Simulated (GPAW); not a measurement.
C:

```
C
1.0
     2.52210    0.00000    0.00000
    -1.26105    2.18420    0.00000
     0.00000    0.00000    8.23710
C
8
Cartesian
  1.2611 0.7281 6.9501
  0.0000 1.4561 2.8315
  1.2611 0.7281 5.4056
  0.0000 1.4561 1.2870
  0.0000 0.0000 7.4649
  0.0000 0.0000 3.3463
  0.0000 0.0000 4.8908
  0.0000 0.0000 0.7722
```

This is a hexagonal form of diamond, not graphite.

* Program: GPAW 26.7.0
* Task: relaxation of cell and atoms
* Functional: BLYP
* Dispersion: D3(BJ)
* Potentials or basis: PAW data sets generated in the run's folder for this functional
* Cutoff: 800 eV
* Basis: pw
* k mesh: 7 × 7 × 2
* Occupations: fermi-dirac, width 0.05 eV
* Spin: no spin polarisation

At the start: pressure 0.9 GPa; volume 5.67 Å³/atom.

Task: How do energy, volume and symmetry change on relaxing?

Result: Over 7 steps the energy falls by 2.5 meV/atom and the volume is 5.68 Å³/atom (+0.2 %); space group P6_3/mmc (No. 194, to 0.05 Å).

Step by step:
```
step  energy change (eV)  largest force (eV/Å)  pressure (GPa)  volume (Å³)
   1              0.0000                0.3343            0.86        45.38
   2             -0.0093                0.0932            0.75        45.38
   3             -0.0123                0.0384            0.65        45.39
   4             -0.0144                0.0873            0.51        45.41
   5             -0.0184                0.1145            0.16        45.44
   6             -0.0198                0.0637           -0.04        45.46
   7             -0.0200                0.0131           -0.09        45.47
```

Final structure:
```
C
1.0
     2.51548    0.00000    0.00000
    -1.25774    2.17847    0.00000
     0.00000    0.00000    8.29719
C
8
Direct
  0.66667 0.33333 0.84452
  0.33333 0.66667 0.34452
  0.66667 0.33333 0.65548
  0.33333 0.66667 0.15548
  0.00000 0.00000 0.90705
  0.00000 0.00000 0.40705
  0.00000 0.00000 0.59295
  0.00000 0.00000 0.09295
```

Caveat: the k mesh is coarse; later steps reuse the first step's grids.
